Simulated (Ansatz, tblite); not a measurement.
RbBr: GFN2-xTB, run from Python

These are simulated results from tblite 0.8.0, not measurements. The cell was built from a prototype and was relaxed with r2SCAN in plane waves (Ansatz 0.2.0). Not every such cell is a known phase. All runs are without spin polarisation.

It is hexagonal, P6_3/mmc (No. 194); conventional cell a = 4.771 Å, c = 8.410 Å, 41.45 Å³ an atom. Rb is surrounded by 6 Br at 3.47 Å; Br is surrounded by 6 Rb at 3.47 Å.

tblite solves periodic systems at the zone centre alone, so the script builds a cluster of 2×2×1 conventional cells (16 atoms), which folds in a coarse mesh of k points.

The script, run.py:

```python
import json
from ase import Atoms
from ase.build import make_supercell
from ase.units import Bohr, GPa, Hartree
from tblite.interface import Calculator

atoms = Atoms(['Rb', 'Rb', 'Br', 'Br'],
              cell=[[4.771089, -0.0, 0.0], [-2.385544, 4.131884, 0.0], [0.0, 0.0, 8.410154]],
              scaled_positions=[[0.0, 0.0, -0.0], [0.0, -0.0, 0.5], [0.333333, 0.666667, 0.25], [0.666667, 0.333333, 0.75]],
              pbc=True)
cluster = make_supercell(atoms, [[2, 0, 0], [0, 2, 0], [0, 0, 1]])
calc = Calculator('GFN2-xTB', cluster.numbers, cluster.positions / Bohr, lattice=cluster.cell[:] / Bohr, periodic=cluster.pbc)
calc.set('temperature', 0.02 / Hartree)
calc.set('max-iter', 150)
res = calc.singlepoint()
levels = res.get('orbital-energies') * Hartree
nv = round(res.get('orbital-occupations').sum() / 2)
cells = len(cluster) // len(atoms)
out = {'energy_per_cell': res.get('energy') * Hartree / cells, 'homo': levels[nv - 1], 'lumo': levels[nv],
       'stress': (-res.get('virial') * Hartree / cluster.get_volume() / GPa).tolist(), 'charges': res.get('charges')[:len(atoms)].tolist(), 'electrons': 2 * nv / cells}
json.dump(out, open('results.json', 'w'))
for key, value in out.items():
    print(key, value)
```

Command: `python run.py`. It took 0.98 s on 1 thread of Arm Neoverse V2 (shared host), peak memory 0.1 GiB.

What it printed:

```
------------------------------------------------------------
  cycle        total energy    energy error   density error
------------------------------------------------------------
      1     -34.54702792753  -3.4564467E+01   3.4069758E-01
      2     -34.89246048306  -3.4543256E-01   1.9904384E-01
      3     -34.99862576872  -1.0616529E-01   8.1789756E-02
      4     -35.06147943294  -6.2853664E-02   6.0311174E-02
      5     -35.09487353797  -3.3394105E-02   2.5175597E-02
      6     -35.10524000633  -1.0366468E-02   2.1857615E-03
      7     -35.10529142007  -5.1413743E-05   1.0782749E-03
      8     -35.10531069867  -1.9278592E-05   2.4294537E-04
      9     -35.10531111718  -4.1851022E-07   2.6789412E-05
     10     -35.10531112688  -9.7025179E-09   3.8086038E-07
------------------------------------------------------------

 total:                                   0.517 sec
energy_per_cell -238.81604314475837
homo -12.56042184765148
lumo -3.724401516005728
stress [[3.27130935701027, -0.0008998619069553664, -4.159813807799403e-06], [-0.0008998619069553643, 3.2702718483100726, -4.562899945086655e-06], [-4.15981380779855e-06, -4.5628999450725646e-06, 4.1862880000322376]]
charges [0.4805118700504982, 0.48051365573089055, -0.480522601800544, -0.48051772350892435]
electrons 16.0
```

The cycle table is in hartree for the whole cluster, and the lines after it are in eV (the energy for one cell). The printed stress is in GPa and positive in compression, and the pressure is its mean diagonal.

GFN2-xTB gives a gap of 8.84 eV. On the same cell, plane-wave PBE (Ansatz, 6×6×4 k points and the special points) gives a gap of 4.23 eV and r2SCAN a gap of 4.84 eV; on shared hosts these took about 4.5 and 11 core-seconds on the 4-atom cell, against 0.98 for the script. Semilocal gaps usually lie below measured ones. xTB was fitted to molecules, so gaps, charges and pressures of solids can be far off, and the gap also depends on the size of the cluster.

The same script was run on cells scaled at fixed shape and fractional coordinates:

```csv
volume (Å³/atom),energy (meV/atom),"pressure (GPa, positive in compression)",gap (eV)
36.47,147.3,6.18,10.80
38.96,63.6,4.72,9.74
41.45,0.0,3.58,8.84
43.94,-48.9,2.77,7.79
46.42,-87.0,2.24,6.91
```

The minimum lies beyond the largest of these volumes.

xTB was fitted mostly to molecules, and a small cluster samples few k points, so gaps, pressures and kinks along a curve can be far from a solid's.

The runs are scalar-relativistic, without spin-orbit coupling.
